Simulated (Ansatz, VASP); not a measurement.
**Two plane-wave programs on TiC**

```
Ti C
1.0
     0.00000    2.16572    2.16572
     2.16572    0.00000    2.16572
     2.16572    2.16572    0.00000
Ti C
1 1
Direct
  0.00000 0.00000 0.00000
  0.50000 0.50000 0.50000
```

The cell is a database's computed one.

Alike in both runs: task single point; functional PBE; k mesh 11 × 11 × 11; occupations gaussian, width 0.03 eV; no spin polarisation.

|  | VASP | Ansatz |
| --- | --- | --- |
| version | VASP 6.6.1 | Ansatz 0.2.0 |
| potentials or method | VASP PAW PBE potentials, release 64 (Ti_sv, C) | Ansatz PAW |
| plane-wave cutoff (eV) | 520 | 420 |
| valence electrons in the cell | 16 | 16 |

Ansatz gave:

```
gap on the k mesh at the Fermi level (eV) : none
pressure (GPa)                            : 0.3
```

Question: Estimate VASP's values.

Answer: gap on the k mesh at the Fermi level (eV): none; pressure (GPa): 0.5.

A gap of «none» marks a metal or a gap that the smearing closes.
